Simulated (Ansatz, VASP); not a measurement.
This is a calculation of Co for Ansatz 0.2.0.

input.yaml

```yaml
crystal:
  lattice:
    - [2.4554087999, 0.0, 0.0]
    - [-1.2277044, 2.1264463974, 0.0]
    - [0.0, 0.0, 3.9941557227]
  atoms:
    - { symbol: Co, position: [0.6666666667, 0.3333333333, 0.75], spin: 2.0 }
    - { symbol: Co, position: [0.3333333333, 0.6666666667, 0.25], spin: 2.0 }
kpoints:
  mp_grid: { grid: [12, 12, 7] }
scf:
  occupations: { method: fermi_dirac, width: 0.05 }
hamiltonian:
  xc: lda
  pseudopotentials: { kind: all_electron, lapw: { basis_error: 0.001 } }
magnetization:
  spin_polarized: true
output:
  forces: true
  stress: true
  eigenvalues: true
```

Potentials or basis: all-electron LAPW, scalar-relativistic.

Run with:

```sh
$ ansatz run input.yaml --threads 2 --pin off --max-ram 6144MiB --backend cpu --events-out ev --progress --plain --runs-dir out
```

Question: Set up the same calculation for VASP 6.6.1. Potentials there: VASP PAW LDA potentials, release 64 (Co).

Answer: As run (the cutoff follows the program's own potentials):

File INCAR:

```
SYSTEM = Co
ALGO = Normal
EDIFF = 1E-7
ENCUT = 520
ISIF = 2
ISMEAR = -1
ISPIN = 2
LASPH = .True.
LCHARG = .False.
LMAXMIX = 4
LORBIT = 11
LREAL = .False.
LWAVE = .False.
MAGMOM = 2 2
NBANDS = 20
NELM = 150
PREC = Accurate
SIGMA = 0.05
```

KPOINTS

```
k-points
0
Gamma
  12 12 7
  0 0 0
```

The input POSCAR:

```
Co
1.0
    2.4554087999      0.0000000000      0.0000000000
   -1.2277044000      2.1264463974      0.0000000000
    0.0000000000      0.0000000000      3.9941557227
Co
2
Direct
    0.6666666667      0.3333333333      0.7500000000
    0.3333333333      0.6666666667      0.2500000000
```

Potentials or basis: VASP PAW LDA potentials, release 64 (Co).

Launch:

```sh
$ cat potpaw_LDA.64/Co/POTCAR > POTCAR
$ mpirun -np 1 vasp_std > vasp.out
```

Both were run:

|  | VASP | Ansatz | Ansatz less VASP |
| --- | --- | --- | --- |
| gap on the k mesh at the Fermi level (eV) | none | none | - |
| pressure (GPa) | -11.4 | -10.7 | +0.73 |
| largest component of the traceless stress (GPa) | 1.82 | 1.84 | +0.018 |
| net moment per atom (μB) | 1.50 | 1.52 | +0.023 |
| size of the moment on the site where the two differ most (μB) | 1.50 | 1.56 | +0.061 |

Site moments also hang on the region over which each program counts them. A gap of «none» marks a metal or a gap that the smearing closes. Ansatz ran all-electron here, so the differences hold the error of VASP's frozen core and of both bases.
